**Iridium: can the cell size be foretold from the functional?**

The same fcc iridium crystal has been computed with a range of density functionals, and three results are still open: PW91, SOGGA and WC. The question is whether their equilibrium volumes and bulk moduli can be worked out beforehand from how each functional treats a density that varies in space.

ABINIT 10.8.3 plane-wave DFT with PAW datasets for fcc iridium, without spin polarisation, spin–orbit coupling or dispersion correction; 12 × 12 × 12 k mesh, Fermi–Dirac smearing of 0.05 eV. Equilibrium volume, bulk modulus and its slope with pressure come from a fit to energies at seven volumes within ±6 % of the given cell (14.06 Å³/atom).

```
functional        potentials  wave cutoff  equilibrium volume (Å³/atom)  equilibrium volume change (% of the given cell)  bulk modulus (GPa)  bulk modulus slope
       LDA  JTH-PAW-LDA-v2.0   625.862 eV                        13.804                                           -1.810               408.7               4.980
       PBE  JTH-PAW-PBE-v2.0   625.862 eV                        14.473                                            2.950               353.7               5.000
    PBEsol  JTH-PAW-PBE-v2.0   462.594 eV                        14.066                                            0.050               390.0               5.030
    revPBE  JTH-PAW-PBE-v2.0   462.594 eV                        14.591                                            3.790               341.4               5.050
      RPBE  JTH-PAW-PBE-v2.0   462.594 eV                        14.639                                            4.130               337.1               5.050
    r2SCAN  JTH-PAW-PBE-v2.0   380.959 eV                        14.242                                            1.300               379.6               5.910
      BP86  JTH-PAW-PBE-v2.0   462.594 eV                        14.601                                            3.860               341.7               5.020
   HCTH407  JTH-PAW-PBE-v2.0   462.594 eV                        13.891                                           -1.190               350.3               5.140
    LDA-PZ  JTH-PAW-LDA-v2.0   462.594 eV                        13.817                                           -1.720               407.3               4.980
      PW91  JTH-PAW-PBE-v2.0   435.382 eV                             ?                                                ?                   ?                   ?
     SOGGA  JTH-PAW-PBE-v2.0   462.594 eV                             ?                                                ?                   ?                   ?
        WC  JTH-PAW-PBE-v2.0   435.382 eV                             ?                                                ?                   ?                   ?
```

**What drives the volume**

LDA evaluates exchange and correlation from the local density alone. A gradient-corrected functional also uses the reduced gradient $s$, which measures how fast the density changes relative to its own size. Stretching the lattice thins the density outside the atomic cores and, on the whole, is expected to raise $s$. Gradient-corrected exchange lowers the energy where $s$ is large, so it rewards stretching and pushes the cell outwards.

PBE, revPBE and RPBE allow a close comparison, because they share their correlation part and differ only in exchange, though PBE was run at a higher cutoff. At the same gradient, revPBE and RPBE both give a larger reward than PBE. Their cells are larger than PBE's by 0.12 and 0.17 Å³ per atom, as the argument requires.

Exchange is not the whole account. For weak gradients PBEsol's exchange reward is 56 % of PBE's, and levelling off can only raise that share. Yet PBEsol expands the cell over LDA by just 39 % of PBE's expansion. Theory offers a reason: the gradient term in correlation raises the energy and so works against expansion. The numbers agree with such an opposing term but do not isolate it.

**A one-point model**

I replace the whole crystal by a single representative gradient, at the density of nine outer electrons per atom. The expansion over LDA is then taken as proportional to the net reward $G$, exchange gain less correlation loss per electron:

$$V = V_0 + cG,\qquad G = e_x\,(F-1) - H.$$

Here $e_x$ is the size of the exchange energy per electron in a uniform gas, $F$ the factor by which gradients enhance it, and $H$ the correlation loss. The constants $V_0$, $c$ and $s$ were fitted to six rows: the two LDA versions, PBE, PBEsol, revPBE and RPBE. Since $c$ and $s$ can trade against each other, neither is a measured property of iridium. Strictly, the push on the cell is the change of $G$ with volume, and the model lets the size of $G$ stand in for it.

SOGGA, which was not in the fit, serves as the worked case. As published, it pairs its own exchange with PBE's correlation, whose gradient term is stronger than PBEsol's, and I take the run to follow that definition. With the fitted $s = 1.13$ and SOGGA's constants $\mu = 10/81$ and $\kappa = 0.552$, $\mu s^2/\kappa$ is 0.29 and

$$F-1 = \kappa\left[1-\frac{1/2}{1+0.29}-\frac{e^{-0.29}}{2}\right]\approx 0.13 .$$

With $e_x = 0.34$ hartree the exchange gain is 0.044 hartree. PBE's correlation formula is

$$H=\gamma\ln\left[1+\frac{\beta}{\gamma}\,t^2\,\frac{1+At^2}{1+At^2+A^2t^4}\right],$$

where $t$ is the gradient in the scale suited to correlation. For $\gamma = 0.031$, $\beta = 0.067$, $t^2 = 1.4$ and $A = 0.48$ it gives 0.038 hartree. The net reward is 0.006 hartree. Multiplied by $c = 19.8$ Å³ per hartree, it adds 0.12 Å³ to $V_0 = 13.82$ Å³. With unrounded inputs the volume comes to 13.93 Å³. The result is a small difference between two larger terms, which is a good reason for a generous margin.

**From volume to stiffness**

Between LDA and RPBE the volume grows by 6 % and the bulk modulus falls by 18 %. It would be wrong to conclude that gradient corrections make the bonds softer. The bulk modulus slope says how fast the modulus rises under pressure, and with it every row can be brought to the volume of the given cell. There LDA has about 373 GPa and RPBE about 414 GPa, so the order is reversed.

RPBE is soft at its own minimum because its cell is large. Anyone who compares stiffness between functionals should therefore first settle whether each is taken at its own volume or all at a common one. For the forecast, a straight line of modulus against volume through the same six rows is enough.

HCTH407 warns against trusting that line for every functional. Its cell is smaller than PBEsol's, yet its modulus lies 52 GPa below the line, and the data cannot tell whether the functional or the PBE dataset used with it is responsible. r2SCAN had the lowest cutoff and a warning about very low densities, so I draw no conclusion from it.

**Forecasts**

The margins are ±0.10 Å³ per atom and ±10 GPa. They are my judgement of what a one-point model leaves out, not statistical errors.

- **PW91: 14.46 Å³, 354 GPa.** PBE was built to resemble it, so it takes PBE's parameters and should practically coincide with PBE.
- **SOGGA: 13.93 Å³, 399 GPa.** Its exchange is close to PBEsol's but meets a stronger opposing correlation, which places it between LDA and PBEsol.
- **WC: 14.16 Å³, 380 GPa.** Its exchange lies between those of PBEsol and PBE and is paired with PBE's correlation. That correlation opposes expansion more than PBEsol's does, so the order is not obvious beforehand, but the model's balance of the two terms puts WC between PBEsol and PBE, nearer PBEsol.

The withheld rows as computed:

```
functional        potentials  wave cutoff  equilibrium volume (Å³/atom)  equilibrium volume change (% of the given cell)  bulk modulus (GPa)  bulk modulus slope
      PW91  JTH-PAW-PBE-v2.0   435.382 eV                        14.528                                            3.340               342.5               5.540
     SOGGA  JTH-PAW-PBE-v2.0   462.594 eV                        13.925                                           -0.950               406.1               5.040
        WC  JTH-PAW-PBE-v2.0   435.382 eV                        14.170                                            0.790               379.9               5.510
```

**Hits and misses**

The volumes of SOGGA and WC are met within about 0.02 Å³. That is closer than the model deserves, since leaving out one fitted row at a time gives a typical error of 0.04 Å³. The calculations themselves also set a limit: the PAW spheres of neighbouring atoms overlap, all functionals beyond LDA use a dataset made for PBE, and the printed pressures lie on average slightly below the slope of the energies, a sign of a small remaining error in the plane-wave basis. Differences of a few hundredths of an Å³ should not be read closely. The rows are also a selection: failed runs, runs that met a known fault of the program and some with graver warnings were left out, so the hits say nothing about functionals missing from the table. The placement is the firmer success: two functionals that share PBE's correlation but differ in exchange fall on opposite sides of PBEsol, as forecast. For SOGGA the hit is also what one would expect if the run used the functional as published, with PBE's correlation, though a single volume cannot prove it.

SOGGA's modulus is 8 GPa higher than forecast, within the margin. As its volume was right, this miss belongs to the straight line. At small volumes that line is held by the two LDA rows, which use another dataset. A line through PBEsol and RPBE alone, run with SOGGA's dataset and cutoff, reaches about 403 GPa at SOGGA's volume and removes more than half of the miss. It is LDA that lies off the trend of these gradient-corrected rows, and the data cannot tell whether its functional or its dataset puts it there.

PW91 is the real miss. Its volume is 0.07 Å³ above the forecast, still inside the margin, but its modulus is 11 GPa below, just outside. The line's slope of 86 GPa per Å³ turns the volume error into about 6 GPa, roughly half of the miss.

One suspect is the shortcut of giving PW91 the parameters of PBE. PW91 differs a little from PBE in both exchange and correlation, and since the net reward is a difference of the two, a small change in either is expected to move the volume. The other suspect is the cutoff. PW91 and WC, both run at 435 eV, have bulk modulus slopes of about 5.5, against about 5.0 in the fitted rows, which hints at an artefact of the lower cutoff. The pressures printed by the runs help to separate the two. At each of the seven volumes computed, PW91's pressure is 1.2 to 1.7 GPa above PBE's, so its larger cell is no accident of the energy fit and more likely comes from the functional, or from running it on a dataset made for PBE. Yet between 14.06 and 14.90 Å³ the pressure falls by 20.7 GPa in PW91 and by 20.6 GPa in PBE, which makes the two about equally stiff at equal volume in the range that holds both minima. Between 13.22 and 14.06 Å³ the falls are 29.7 and 29.3 GPa, so some of PW91's steeper slope shows in the pressures as well. The part of the modulus miss that the volume does not explain is therefore probably a flaw of the energy fit at the lower cutoff. WC's modulus comes from the same kind of fit, so its good agreement deserves some caution.

The same reasoning carries over to gold. The functionals should keep much the same order there but spread further apart, because a softer lattice yields more to the same outward push. The fits, and the misses of the rows outside them, are printed below. For r2SCAN, BP86 and HCTH407 the model used PBE's constants as stand-ins, so their misses are no fair test of it. HCTH407 nevertheless fits the simple picture badly: its cell is only 0.09 Å³ larger than LDA's, far less than the usual outward push of a gradient correction would suggest.

The analysis program printed:

```
fit of equilibrium_volume on 6 rows (fam == 1): constant 13.82 +/- 0.0093, coefficient of ex*kap*(1 - w/(1 + (mu*s**2 + wc*(0.096*s**2*exp(-(s**2)) + log(1 + 0.00794*s**4)))/kap) - (1 - w)*exp(-(mu*s**2 + wc*(0.096*s**2*exp(-(s**2)) + log(1 + 0.00794*s**4)))/kap)) - gam*log(1 + bg*s**2*(1 + bq*s**2)/(1 + bq*s**2 + bq**2*s**4)) 19.8 +/- 0.34, s 1.134; rms 0.0104, worst PBE -0.0177, leave-one-out rms 0.0441
  rows outside the fit (model, value, miss): r2SCAN 14.46, 14.24, 0.213; BP86 14.46, 14.6, -0.146; HCTH407 14.46, 13.89, 0.564; PW91 14.46, 14.53, -0.0727; SOGGA 13.93, 13.93, 0.00848; WC 14.16, 14.17, -0.0145
fit of bulk_modulus on 6 rows (fam == 1): constant 1591 +/- 31, coefficient of vuse -85.57 +/- 2.2; rms 1.52, worst PBEsol -2.79, leave-one-out rms 2.12
  rows outside the fit (model, value, miss): r2SCAN 372.1, 379.6, -7.45; BP86 341.4, 341.7, -0.27; HCTH407 402.2, 350.3, 51.9; PW91 353.9, 342.5, 11.4; SOGGA 398.5, 406.1, -7.55; WC 379.5, 379.9, -0.352
PBE volume less LDA volume, A^3/atom: 0.669
PBEsol volume less LDA volume, A^3/atom: 0.262
PBEsol expansion over LDA as share of that of PBE, %: 39.16
PBEsol small-gradient exchange coefficient as share of that of PBE, %: 56.26
revPBE volume less PBE volume, A^3/atom: 0.118
RPBE volume less PBE volume, A^3/atom: 0.166
RPBE volume above LDA volume, %: 6.049
RPBE bulk modulus below LDA bulk modulus, %: 17.52
LDA bulk modulus at the given cell volume, GPa: 373.2
PBE bulk modulus at the given cell volume, GPa: 409
RPBE bulk modulus at the given cell volume, GPa: 413.5
HCTH407 bulk modulus at the given cell volume, GPa: 329.4
SOGGA forecast volume less PBEsol volume, A^3/atom: -0.1325
WC forecast volume less PBEsol volume, A^3/atom: 0.08953
```
